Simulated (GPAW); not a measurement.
AlN:

```
CELL_PARAMETERS angstrom
0.00000 2.18399 2.18399
2.18399 0.00000 2.18399
2.18399 2.18399 0.00000
ATOMIC_POSITIONS crystal
Al 0.00000 0.00000 0.00000
N 0.75000 0.75000 0.75000
```

Measurements of this composition are mostly on another form, of space group No. 186.

Base run:

- Program: GPAW 26.7.0
- Functional: mBEEF
- Potentials or basis: GPAW PAW data sets (gpaw-data 1.2.1)
- Cutoff: 800 eV
- Basis: pw
- k mesh: 10 × 10 × 10
- Occupations: fermi-dirac, width 0.05 eV
- Spin: no spin polarisation

Its results: band gap on the k mesh 4.11 eV, indirect (least direct gap 5.01 eV).

Problem. The run is repeated on the same cell with these changes: functional from mBEEF to vdW-DF2. What comes out?

Solution. Band gap on the k mesh 3.91 eV, indirect (least direct gap 4.68 eV).

Not every run made on this cell is shown here.
